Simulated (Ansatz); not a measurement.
**Stationary points along a deformation path in TiAl3**

Method: DFT PBEsol, scalar-relativistic, plane waves, PAW in Ansatz. Settings: plane waves to 420 eV, k-mesh 14×14×14 (Γ-centred), Gaussian smearing 0.15 eV. No spin polarisation. Energies are free energies at this smearing, counted from the undisturbed cell; pressure is positive in compression.

Reference structure (relaxed at this level; this form isn't the usual structure):

```
Ti Al
1.0
     3.94834    0.00000    0.00000
     0.00000    3.94834    0.00000
     0.00000    0.00000    3.94834
Ti Al
1 3
Cartesian
  0.0000 0.0000 0.0000
  1.9742 1.9742 0.0000
  1.9742 0.0000 1.9742
  0.0000 1.9742 1.9742
```

At fixed volume and fractional coordinates, lengths along (0.577, 0.577, 0.577) are scaled against those across it; ρ is that ratio over its starting value. V = 15.388 Å³/atom. Δσ is the stress along the axis less the mean stress across it (compression positive).

```
    ρ  ΔE (meV/atom)  Δσ (GPa) space group
0.500         1176.2      0.00        Im-3m
0.600          984.9     30.45         R-3m
0.710          575.1     45.04         R-3m
0.850          140.3     26.49         R-3m
0.930           28.2     12.19         R-3m
1.000            0.0      0.00        Pm-3m
1.080           31.4    -12.75         R-3m
1.200          177.7    -30.97         R-3m
1.410          637.9    -58.45         R-3m
1.700         1581.2   -101.26         R-3m
2.000         2844.7   -140.99         R-3m
```

Problem. How does the stress give the slope of the energy, and where is the energy stationary?

Solution. Along the path d ln(length) is 2/3 d ln ρ on the axis and −1/3 d ln ρ across it, so dE/d ln ρ = −(2/3) V Δσ: the energy falls with ρ where Δσ is positive. Δσ vanishes or changes sign at ρ = 0.500 (Im-3m, an end of the scan), at 1176.2 meV/atom; at ρ = 1.000 (Pm-3m), a minimum at 0.0 meV/atom. Pairs of stationary points between two samples would go unseen, and could change a minimum read from distant neighbours into a maximum. At ρ = 0.500, 1.000 the cell is cubic, where symmetry alone makes the stress isotropic and the slope zero.

Problem. Which shear constant sets the curvature at ρ = 1?

Solution. For a cubic crystal E/V = (2/3) C (ln ρ)² with C = C44, so Δσ = −2C ln ρ. The parabola of Δσ against ln ρ through ρ = 0.930, 1 and 1.080 gives C ≈ 83 GPa with the ions clamped, rough because the steps are large.

In a metal these slopes depend on the k mesh and the smearing.

Cost: 11 runs of about 1.2 core-minutes in all, on Intel Xeon 6975P-C (Granite Rapids) (shared hosts).